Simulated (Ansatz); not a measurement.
Consider the hydrogenolysis of a C–C bond: `FC/C(F)=C\C(F)(F)F` + H₂ → `C=C(F)CF` + `FC(F)F`.

Gas-phase electronic energies from Ansatz, PBE0-D4/def2-TZVP geometries. CCSD(T)/CBS is the MP2 limit (def2-TZVPP, def2-QZVPP) plus CCSD(T) − MP2 in def2-TZVPP, frozen cores. This one scheme is used for every species. DFT in def2-TZVPP. Each species was taken in one conformer, which may not be the lowest.

**Question.** Is it downhill or uphill in electronic energy at CCSD(T)/CBS, and by how much? (Estimate.)

**Answer.** Ansatz gave: Downhill: ΔE = -0.62 eV.

**Question.** What do these levels give: r2SCAN0-D4, ωB97X-V, ωB97M-V, PBE, r2SCANh, HF/def2-SVP? (An estimate is asked.)

**Answer.** Computed: r2SCAN0-D4 -0.60, ωB97X-V -0.58, ωB97M-V -0.57, PBE -0.62, r2SCANh -0.59, HF/def2-SVP -0.91 eV.

Largest T1 diagnostic among the species: 0.012.

Leaving LDA and LC-ωPBE aside and taking each functional with its dispersion term where it has one, the values, not all of them listed here, spread over 0.20 eV, from BHLYP-D4 to revPBE-D4. LDA lies +0.16 eV from PBE without D4. At CCSD(T), def2-SVP lies +0.04 eV from the extrapolated value and def2-TZVPP −0.00 eV.
